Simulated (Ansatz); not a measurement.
Crystal: SnO2, fluorite type, 3 atoms in the cell.

All numbers below come from r²SCAN, plane waves, PAW datasets (generated soft set 1) in Ansatz.

Cutoff 500 eV; k-mesh 12×12×12 Γ-centred; Fermi–Dirac smearing of 0.1 eV; no spin polarisation; no spin–orbit coupling.

(1) What equilibrium volume, lattice constant and bulk modulus does this give?

## Answers

(1) V₀ = 10.838 Å³/atom (a₀ = 5.067 Å), B₀ = 227 GPa, B₀′ = 4.84. The points behind the fit:

```json
{"V (Å³/atom)": "10.429", "a (Å)": "5.0019", "E − E(min) (meV/atom)": "11.47", "P (GPa)": "9.57"}
{"V (Å³/atom)": "10.769", "a (Å)": "5.0557", "E − E(min) (meV/atom)": "0.00", "P (GPa)": "1.48"}
{"V (Å³/atom)": "11.109", "a (Å)": "5.1084", "E − E(min) (meV/atom)": "4.24", "P (GPa)": "-5.27"}
{"V (Å³/atom)": "11.449", "a (Å)": "5.1600", "E − E(min) (meV/atom)": "21.56", "P (GPa)": "-10.88"}
{"V (Å³/atom)": "11.789", "a (Å)": "5.2106", "E − E(min) (meV/atom)": "49.76", "P (GPa)": "-15.55"}
```

The stress includes the program's correction for the finite plane-wave basis.

This cubic structure is a model: it isn't the usual form of the substance at ambient conditions, and such phases are metastable or hypothetical.
